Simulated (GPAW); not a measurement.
Input of a GPAW 26.7.0 run:

run.py

```python
from ase import Atoms
from ase.filters import FrechetCellFilter
from ase.io import write
from ase.optimize import BFGS
from gpaw import GPAW, PW, setup_paths

setup_paths.insert(0, '.')

atoms = Atoms(['B', 'As'],
              cell=[[2.93437, 0.0, 0.0],
                    [0.0, 2.93437, 0.0],
                    [0.0, 0.0, 2.93437]],
              scaled_positions=[[0.5, 0.5, 0.5],
                                [0.0, 0.0, 0.0]],
              pbc=True)

calc = GPAW(mode=PW(800),
            xc='PBEsol',
            kpts={'size': (9, 9, 9), 'gamma': True},
            occupations={'name': 'fermi-dirac', 'width': 0.05},
            nbands=11,
            convergence={'density': 1e-05, 'forces': 0.0001},
            maxiter=150,
            txt='gpaw.txt')
atoms.calc = calc
opt = BFGS(FrechetCellFilter(atoms), trajectory='relax.traj', logfile='-')
done = opt.run(fmax=0.02, steps=60)
calc.write('gs.gpw')
write('result.traj', atoms)
print('Converged:', done)
print('Cell:', atoms.cell.cellpar().round(4))
print('Volume:', round(atoms.get_volume(), 4))
print(atoms.get_scaled_positions().round(5))
```

Potentials or basis: PAW data sets generated in the run's folder for this functional, pw.

Command:

```console
$ gpaw-setup -f PBEsol As B
$ OMP_NUM_THREADS=1 python run.py
```

(1) What does it give for the relaxed volume?

(2) Estimate the relaxed cell.

(3) What does it give for the band gap on the k mesh?

(4) What does it give for the space group after relaxing (to 0.05 Å)?

## Answers

(1) 12.18 Å³/atom.

(2) a = 2.899 Å, b = 2.899 Å, c = 2.899 Å, α = 90.00°, β = 90.00°, γ = 90.00°.

(3) none (metal or under the smearing width).

(4) Pm-3m (No. 221).

Caveat: later steps reuse the first step's grids.
